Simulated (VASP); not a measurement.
CuI (Marshite):

```
Cu I
1.0
     0.00000    3.03150    3.03150
     3.03150    0.00000    3.03150
     3.03150    3.03150    0.00000
Cu I
1 1
Direct
  0.25000 0.25000 0.25000
  0.00000 0.00000 0.00000
```

| Quantity | Value |
| --- | --- |
| Program | VASP 6.6.1 |
| Task | relaxation of cell and atoms |
| Functional | PBEsol |
| Potentials or basis | VASP PAW PBE potentials, release 64 (Cu, I) |
| Cutoff | 600 eV |
| k mesh | 8 × 8 × 8 |
| Occupations | gaussian, width 0.03 eV |
| Spin | no spin polarisation |

At the start: pressure -2.5 GPa; volume 27.86 Å³/atom.

Problem. How do energy, volume and symmetry change on relaxing?

Solution. Over 3 steps the energy falls by 13.3 meV/atom and the volume is 26.28 Å³/atom (-5.7 %); space group F-43m (No. 216, to 0.05 Å).

Step by step:
| step | energy change (eV) | largest force (eV/Å) | pressure (GPa) | volume (Å³) |
| --- | --- | --- | --- | --- |
| 1 | 0.0000 | 0.0000 | -2.46 | 55.72 |
| 2 | -0.0265 | 0.0000 | 0.23 | 52.34 |
| 3 | -0.0266 | 0.0000 | -0.06 | 52.56 |

Final structure:
```
CELL_PARAMETERS angstrom
0.00000 2.97300 2.97300
2.97300 0.00000 2.97300
2.97300 2.97300 0.00000
ATOMIC_POSITIONS crystal
Cu 0.25000 0.25000 0.25000
I 0.00000 0.00000 0.00000
```

Caveat: the PAW data sets were made with another functional, which shifts forces and pressure a little.
